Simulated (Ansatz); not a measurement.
# How PbSe (Clausthalite, Fm-3m) expands on warming

Wanted: α(T), C_P(T) and B(T) of PbSe (Clausthalite) in the quasi-harmonic approximation.

Experimental results on record:
- heat capacity C_P per formula unit 50 J/mol/K near room temperature (given in “The role of ionized impurity scattering on the thermoelectric performances of rock salt AgPbmSnSe2+m”, 2016, arxiv:1604.03822)

Program: Ansatz 0.2.0. Level of theory: DFT LDA, scalar-relativistic, plane waves, PAW. Results are calculated unless marked as measured.

### Step 1. The starting structure

It takes space group Fm-3m (No. 225, cubic). The conventional cell has a = 6.121 Å, b = 6.121 Å, c = 6.121 Å, α = 90.00°, β = 90.00°, γ = 90.00°. Nearest to Pb lie 6 Se at 3.06 Å. Nearest to Se lie 6 Pb at 3.06 Å. Farther neighbours and most contacts between anions are not listed.

### Step 2. Probe on a coarse mesh

Before spending time, one coarse run tells the gap and the pressure of the starting cell.

The input, input.yaml:

```yaml
crystal:
  lattice:
    - [0.0, 3.06065, 3.06065]
    - [3.06065, 0.0, 3.06065]
    - [3.06065, 3.06065, 0.0]
  atoms:
    - { symbol: Pb, position: [0.0, 0.0, 0.0] }
    - { symbol: Se, position: [0.5, 0.5, 0.5] }
kpoints:
  mp_grid: { grid: [6, 6, 6] }
hamiltonian:
  xc: lda
scf:
  occupations: { method: gaussian, width: 0.1 }
output:
  forces: true
  stress: true
  eigenvalues: true
```

On the command line:

```sh
$ ansatz run input.yaml --threads 4 --pin off --max-ram 16384MiB --backend cpu --events-out ev --progress --plain --runs-dir out
```

Numbers of over 12 decimals in the logs are rounded to 6 here.

The program printed:

```text
Engine: ansatz 0.2.0, aarch64-unknown-linux-gnu
Pseudopotentials: kind: paw
Pseudopotential: Pb, paw, valence charge 14, recommended cutoff 420 eV (normal), Pb.paw.azcp
Pseudopotential: Se, paw, valence charge 16, recommended cutoff 420 eV (normal), Se.paw.azcp
Functional definition: SPW92
  exchange = slater_x
  correlation = pw_c
Crystal: 2 atoms, lattice volume = 57.342 Å³
Basis set: ecut = 420 eV, 1139 PW (Γ)
Bands: 19, of which v1, the nominal top of the filled ones, is band 15 counted from 1 (14 counted from 0)
Symmetry: 48 space group operations
Space group: Fm-3m (ITA 225), of the structure as read, at distance tolerance 3.9e-5 Å
k-points: 16 of 216
Non-local potential: Pb, projectors of the file, l = 0: 2, l = 1: 2, l = 2: 2, l = 3: 2
Non-local potential: Se, projectors of the file, l = 0: 2, l = 1: 2, l = 2: 3, l = 3: 1
PAW form: soft (Blöchl's): semilocal exchange-correlation on the pseudo side does not see the compensation charge
PAW frozen core: Pb, regenerated for the run's functional, and the local potential with it (the file was generated under x = pbe(κ = 0.804, μ = 0.219515), c = pbe(β = 0.066725))
PAW frozen core: Se, regenerated for the run's functional, and the local potential with it (the file was generated under x = pbe(κ = 0.804, μ = 0.219515), c = pbe(β = 0.066725))
PAW one-centre angular grid: Pb, 590 points (default); XC on 64 Gauss nodes
PAW one-centre angular grid: Se, 590 points (default); XC on 64 Gauss nodes
Initial density: superposition of atomic densities (neutral atoms: chi_scale 0, normalization atom), corrected by the library's trained network
Initial wavefunctions: pseudopotential atomic-orbital guess
Functional: x = slater, c = lda
SCF iter   1: F=—  HF=-16986.650127 eV  |F-HF|=—  |Δ(HF+E_count)|=         —  Δρ=4.20e-3  dr2=7.98e-3  ethr=1.77e-3  ⟨swp⟩=5.9  Hψ=1449  notcnv=0
preconditioner: auto → none  [insulator: Δε(μ)=0.160 eV  Ē_g=15.182 eV  σ=0.100 eV  W_gap=0.74  n_scr=14 (ndim 8)  ℏωp=21.9 eV  f_vac=0.019  D(μ)=0.22/eV (n_scr^D=0)  ε∞_Penn≈3.1]
SCF iter   2: F=—  HF=-16986.646477 eV  |F-HF|=—  |Δ(HF+E_count)|=   3.65e-3  Δρ=2.06e-3  dr2=1.27e-3  ethr=2.66e-5  ⟨swp⟩=2.2  Hψ=552  notcnv=0
SCF iter   3: F=—  HF=-16986.646201 eV  |F-HF|=—  |Δ(HF+E_count)|=   2.76e-4  Δρ=6.13e-4  dr2=3.57e-4  ethr=4.25e-6  ⟨swp⟩=2.0  Hψ=464  notcnv=0
SCF iter   4: F=—  HF=-16986.646089 eV  |F-HF|=—  |Δ(HF+E_count)|=   1.12e-4  Δρ=1.73e-4  dr2=7.77e-6  ethr=1.19e-6  ⟨swp⟩=2.1  Hψ=525  notcnv=0
SCF iter   5: F=—  HF=-16986.646086 eV  |F-HF|=—  |Δ(HF+E_count)|=   3.18e-6  Δρ=2.53e-5  dr2=4.16e-7  ethr=2.59e-8  ⟨swp⟩=2.0  Hψ=545  notcnv=0
SCF iter   6: F=-16986.646085 eV  HF=-16986.646085 eV  |F-HF|=2.06e-8  |Δ(HF+E_count)|=   3.68e-7  Δρ=7.29e-6  dr2=3.02e-8  ethr=3.33e-10  ⟨swp⟩=5.8  Hψ=1407  notcnv=0
SCF 1 converged in 6 iterations: F = -16986.646085 eV  dr2 = 3.02e-8
  greatest PAW one-centre occupation: 1.000 electrons in one spin orbital (limit 2), on the Se atom at site 1 (counted from 0), in its partial waves of l = 2
SCF converged after 6 iterations
Free energy (F): -16986.646085 eV
Harris-Foulkes:  -16986.646085 eV  (|F-HF|=2.06e-8)
Internal energy: -16986.645200 eV  (E = F + TS)
E sigma→0 (E₀):  -16986.645643 eV
Entropy (-TS):   -0.000885 eV (-0.443 meV/atom)
Fermi energy:    8.750123 eV
--- Per-component energies (eV) ---
  E_band       = -436.715502
  E_kinetic    = 406.902276
  E_local      = -3539.821135  (includes V_loc(G=0)·N_el)
  E_nonlocal   = -235.206165
  E_hartree    = 1641.820821
  E_xc         = -323.271505
  E_vxc        = -232.570979  (∫ρ·V_xc dr)
  E_paw        = -11927.501366  (= ΣΔE_a)
  E_vpaw       = -119.669742  (= ΣTr[D̂ρ^β])
  E_aug_tail   = -0.000515  (compensation charges beyond the density's cutoff)
  E_ewald      = -3011.707258
  E_core_change = 2.139649  (= ΣΔE_core)
  E_smearing   = -0.000885  (= −TS)
  E_closure    = 0.000000  (closes the sum)
  Σ components = -16986.646085   (vs F -16986.646085, Δ=0.00e0)
--- Forces (eV/Å), atoms counted from 1 ---
  atom   1  Pb    -0.00000000     0.00000000     0.00000000
  atom   2  Se     0.00000000    -0.00000000    -0.00000000
  max |Σ_I F_I| component: 2.27e-29 eV/Å
--- Stress (GPa, compression-positive) ---
       -2.187147      -0.000000       0.000000
        0.000000      -2.187147      -0.000000
        0.000000       0.000000      -2.187147
  P = ⅓ Tr σ = -2.1871 GPa (-21.871 kbar)
--- Band table (eV; the first three rows and the last of 16) ---
  k-point 0: bands = [... 11 lower, 2.2381, 6.8179, 6.8179, 6.8179, 13.2790, 13.2790, 13.2790, 15.1858]
  k-point 1: bands = [... 11 lower, 1.6028, 6.8927, 6.8927, 7.2438, 11.7065, 12.2518, 12.2518, 14.9320]
  k-point 2: bands = [... 11 lower, 0.4188, 7.0960, 7.0960, 7.9660, 9.9229, 10.8791, 10.8791, 15.6782]
  k-point 15: bands = [... 11 lower, 0.6983, 4.0345, 4.8956, 7.0421, 11.5419, 12.9951, 14.0789, 15.1407]
```

Run time: 0.42 s. Hardware: 4 threads of Arm Neoverse V2, shared host; peak memory 0.31 GiB.

Numbers from this step:

```yaml
pressure: -2.187 GPa
volume_per_atom: 28.67 Å³
gap_on_the_k_mesh: 0.1853 eV
```

The start is under -2.2 GPa at this level and looks like an insulator or semiconductor on this mesh.

### Step 3. Finding the static equilibrium

Phonons are second derivatives about a minimum, so cell and atoms are relaxed first, inside the symmetry of the start.

input.yaml, the sections that differ from step 2:

```yaml
kpoints:
  mp_grid: { grid: [10, 10, 10] }
scf:
  occupations: { method: gaussian, width: 0.01 }
relax:
  adjacent_minimum: "off"
  f_tol: 0.005
  max_steps: 80
  cell: { stress_tol: 0.05 }
# crystal, hamiltonian, output: as in step 2
```

The program printed:

```text
[...]
Crystal: 2 atoms, lattice volume = 57.342 Å³
Basis set: ecut = 420 eV, 1139 PW (Γ)
Bands: 19, of which v1, the nominal top of the filled ones, is band 15 counted from 1 (14 counted from 0)
Symmetry: 48 space group operations
[...]
k-points: 47 of 1000
[...]
SCF iter   1: F=—  HF=-16986.644855 eV  |F-HF|=—  |Δ(HF+E_count)|=         —  Δρ=4.17e-3  dr2=7.03e-3  ethr=1.77e-3  ⟨swp⟩=6.4  Hψ=4300  notcnv=0
[...]
SCF iter   6: F=-16986.641430 eV  HF=-16986.641430 eV  |F-HF|=5.95e-8  |Δ(HF+E_count)|=   4.97e-7  Δρ=9.67e-6  dr2=6.27e-8  ethr=3.33e-10  ⟨swp⟩=5.8  Hψ=4156  notcnv=0
SCF 1 converged in 6 iterations: F = -16986.641430 eV  dr2 = 6.27e-8
[...]
relax step   1: F+E_penalty+E_count = -16986.64143031 eV  Δ(F+E_penalty+E_count) = +0.000e0 eV  max|allowed force component| = 1.508e-30 eV/Å  Δτ_max = 0.0000 Å  P = -2.097 GPa  Ω = 57.342 Å³  (6 SCF iters, dr2 threshold 1.00e-7 eV, accepted)
Crystal: 2 atoms, lattice volume = 54.004 Å³
Basis set: ecut = 420 eV, 1067 PW (Γ)
[...]
iter 1 solved again at ethr=4.70e-6 eV; its pass at ethr=3.10e-3 eV (dr2=1.41e-3 eV) is discarded
[...]
SCF iter   6: F=-16986.652605 eV  HF=-16986.652605 eV  |F-HF|=2.36e-10  |Δ(HF+E_count)|=   4.42e-9  Δρ=5.62e-7  dr2=1.63e-10  ethr=1.01e-11  ⟨swp⟩=1.2  Hψ=2734  notcnv=0
SCF 2 converged in 6 iterations: F = -16986.652605 eV  dr2 = 1.63e-10
relax step   2: F+E_penalty+E_count = -16986.65260466 eV  Δ(F+E_penalty+E_count) = -1.117e-2 eV  max|allowed force component| = 6.327e-31 eV/Å  Δτ_max = 0.0000 Å  P = +1.192 GPa  Ω = 54.004 Å³  energy of the carried Pulay correction = +4.991e-4 eV  (6 SCF iters, dr2 threshold 2.00e-7 eV, accepted)
Crystal: 2 atoms, lattice volume = 55.167 Å³
[...]
SCF iter   4: F=-16986.656667 eV  HF=-16986.656667 eV  |F-HF|=1.18e-8  |Δ(HF+E_count)|=   9.45e-7  Δρ=1.74e-5  dr2=5.98e-8  ethr=6.67e-10  ⟨swp⟩=4.0  Hψ=4022  notcnv=0
SCF 3 converged in 4 iterations: F = -16986.656667 eV  dr2 = 5.98e-8
relax step   3: F+E_penalty+E_count = -16986.65666672 eV  Δ(F+E_penalty+E_count) = -4.062e-3 eV  max|allowed force component| = 9.820e-31 eV/Å  Δτ_max = 0.0000 Å  P = -0.027 GPa  Ω = 55.167 Å³  energy of the carried Pulay correction = +3.194e-4 eV  (4 SCF iters, dr2 threshold 2.00e-7 eV, accepted)
[...]
SCF iter   5: F=-16986.656364 eV  HF=-16986.656364 eV  |F-HF|=0.00e0  |Δ(HF+E_count)|=  3.64e-12  Δρ=3.04e-8  dr2=2.58e-13  ethr=1.00e-12  ⟨swp⟩=5.3  Hψ=3769  notcnv=0
SCF 4 converged in 5 iterations: F = -16986.656364 eV  dr2 = 2.58e-13
relax step   4: F+E_penalty+E_count = -16986.65636356 eV  Δ(F+E_penalty+E_count) = +3.032e-4 eV  max|allowed force component| = 4.766e-31 eV/Å  Δτ_max = 0.0000 Å  P = -0.029 GPa  Ω = 55.167 Å³  stress off target by 2.90e-2 GPa  SCF on the basis re-selected at this cell (its energy is not comparable with the rows above)  (5 SCF iters)
basis re-selected at this cell: Δ(F+E_penalty+E_count) = +3.032e-4 eV, ΔP = -0.002 GPa vs the last step (what re-selecting the basis moved, of the pressure what is left beyond the Pulay correction that the steps carried, after the strain that the cell walked since its last selection, with what the two solves' SCF thresholds leave and, on support functions, any second-order correction that the steps lacked; it is no m [...]
SCF converged after 5 iterations
Free energy (F): -16986.656364 eV
[...]
Internal energy: -16986.656363 eV  (E = F + TS)
E sigma→0 (E₀):  -16986.656364 eV
Entropy (-TS):   -0.000000 eV (-0.000 meV/atom)
Fermi energy:    9.365024 eV
[...]
--- Stress (GPa, compression-positive) ---
       -0.028980      -0.000000      -0.000000
       -0.000000      -0.028980       0.000000
       -0.000000       0.000000      -0.028980
  P = ⅓ Tr σ = -0.0290 GPa (-0.290 kbar)
--- Band table (eV; the first three rows and the last of 47) ---
  k-point 0: bands = [... 11 lower, 2.9446, 7.2877, 7.2877, 7.2877, 14.0079, 14.0079, 14.0079, 15.7487]
  k-point 1: bands = [... 11 lower, 2.6550, 7.3166, 7.3166, 7.4937, 13.2130, 13.5183, 13.5183, 15.5700]
  k-point 2: bands = [... 11 lower, 1.9617, 7.4027, 7.4027, 7.9463, 11.9499, 12.5895, 12.5895, 15.5433]
  k-point 46: bands = [... 11 lower, 1.1121, 4.5216, 5.0755, 8.0656, 11.5645, 13.8270, 14.5916, 16.3104]
--- Relaxed structure (3 steps of the walk, 3 accepted, 1 SCFs on fresh bases) ---
  F+E_penalty+E_count = -16986.65636356 eV   max|allowed force component| = 4.766e-31 eV/Å   (the final SCF, on the basis selected at the relaxed cell)
  cell:  # Å, volume = 55.1674 Å³
    - [0, 3.021465, 3.021465]
    - [3.021465, 0, 3.021465]
    - [3.021465, 3.021465, 0]
  atoms:
    - { symbol: Pb, position: [0, 0, 0] }
    - { symbol: Se, position: [0.5, 0.5, 0.5] }
```

Run time: 2.7 s. Hardware: 4 threads; peak memory 0.39 GiB.

Step by step:

```csv
step,energy less that of the first step (eV),largest force component (eV/Å),pressure (GPa),volume (Å³)
1,0.0000,0.0000,-2.10,57.34
2,-0.0112,0.0000,1.19,54.00
3,-0.0152,0.0000,-0.03,55.17
4*,-0.0149,0.0000,-0.03,55.17
```

Relaxation steps marked * repeat the geometry before them on a plane-wave basis chosen anew for their cell, so energy and pressure can jump there.

Forces are held to the 48 operations that the run works with; a distortion that breaks them can't arise in this run.

```csv
"conventional cell, symmetrised",before,after,change
a (Å),6.121,6.043,-1.3 %
b (Å),6.121,6.043,-1.3 %
c (Å),6.121,6.043,-1.3 %
volume (Å³/atom),28.67,27.58,-3.8 %
```

Final coordinates:

```xyz
2
Lattice="0.0000 3.0215 3.0215 3.0215 0.0000 3.0215 3.0215 3.0215 0.0000" Properties=species:S:1:pos:R:3 pbc="T T T"
Pb    0.0000    0.0000    0.0000
Se    3.0215    3.0215    3.0215
```

Numbers from this step:

```
pressure          : -0.02898 GPa
volume per atom   : 27.58 Å³
gap on the k-mesh : 0.05094 eV
```

The relaxation ends with a pressure of -0.03 GPa.

### Step 4. Relaxing to small residual forces and stress

The relaxation is repeated with tighter thresholds on force and stress, since phonons are sensitive to what is left; a change of mesh or smearing in the input moves the cell too.

input.yaml, the sections that differ from step 3:

```yaml
crystal:
  lattice:
    - [0.0, 3.0214650892, 3.0214650892]
    - [3.0214650892, 0.0, 3.0214650892]
    - [3.0214650892, 3.0214650892, 0.0]
  atoms:
    - { symbol: Pb, position: [0.0, 0.0, 0.0] }
    - { symbol: Se, position: [0.5, 0.5, 0.5] }
kpoints:
  mp_grid: { grid: [12, 12, 12] }
relax:
  adjacent_minimum: "off"
  f_tol: 0.001
  max_steps: 60
  cell: { stress_tol: 0.01 }
# hamiltonian, scf, output: as in step 3
```

The program printed:

```text
[...]
Crystal: 2 atoms, lattice volume = 55.167 Å³
Basis set: ecut = 420 eV, 1067 PW (Γ)
Bands: 19, of which v1, the nominal top of the filled ones, is band 15 counted from 1 (14 counted from 0)
Symmetry: 48 space group operations
[...]
k-points: 72 of 1728
[...]
k-point 71: bands = [... 11 lower, 1.0627, 4.7911, 4.7911, 8.4819, 11.0802, 14.2251, 14.2251, 17.0663]
--- Relaxed structure (3 steps of the walk, 3 accepted, 1 SCFs on fresh bases) ---
[...]
cell:  # Å, volume = 55.1432 Å³
    - [0, 3.021023, 3.021023]
    - [3.021023, 0, 3.021023]
    - [3.021023, 3.021023, 0]
  atoms:
    - { symbol: Pb, position: [0, 0, 0] }
    - { symbol: Se, position: [0.5, 0.5, 0.5] }
[key lines of the parts left out:]
SCF converged after 6 iterations
Free energy (F): -16986.656100 eV
Fermi energy:    9.372247 eV
P = ⅓ Tr σ = -0.0001 GPa (-0.001 kbar)
```

The job ended after 3.6 s (4 threads; peak memory 0.4 GiB; 13 s of CPU time).

Little changed from the start: no atom moved by 0.005 Å and no cell edge by 0.1 %.

Numbers from this step:

| Quantity | Value |
| --- | --- |
| pressure | -1.24e-4 GPa |
| volume per atom | 27.57 Å³ |
| gap on the k-mesh | 0.04922 eV |

The residual pressure is -1.2e-4 GPa, small enough for phonons.

(Part 1 of 3 ends here.)

[Logs are printed without paths, hosts, clocks, repeated set-up lines and the standing remarks that a program may print on its own settings, such as how far it seeks lower states.]

[Hosts, paths, dates, database ids (printed as entryN), source tags and the programs' standing remarks are cut or masked in the printed files.]

[A step with changed settings may run another functional than the one named; its input shows which.]

[Pressures of single members of a volume series are the stress at the run's cutoff; with an incomplete basis they can lie off −dE/dV of the same runs, and they are not shown converged.]
